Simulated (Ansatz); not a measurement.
# Relativistic treatment of AgBr

```
Ag Br
1.0
     0.00000    2.88605    2.88605
     2.88605    0.00000    2.88605
     2.88605    2.88605    0.00000
Ag Br
1 1
Cartesian
  2.8861 2.8861 2.8861
  0.0000 0.0000 0.0000
```

Atoms are numbered in the order listed.

The cell is COD entry 9011682, as deposited and not checked against the literature; nothing was relaxed.

One fixed cell is solved with PBE by PAW (frozen-core files) in Ansatz 0.2.0 under different relativistic treatments. Pressure is positive in compression.

Settings: a Γ-centred 7×7×7 k mesh, Fermi–Dirac smearing of 0.02 eV, cutoff 420 eV, no spin polarisation.

| setting | P (GPa) | gap over the k mesh and a high-symmetry path (eV) | lowest level at Γ above −25 eV, from the valence-band top or, without a gap, the Fermi level (eV) |
| --- | --- | --- | --- |
| scalar-relativistic | 1.52 | 0.68 | -14.98 |
| with spin–orbit coupling | 1.51 | 0.59 | -15.06 |
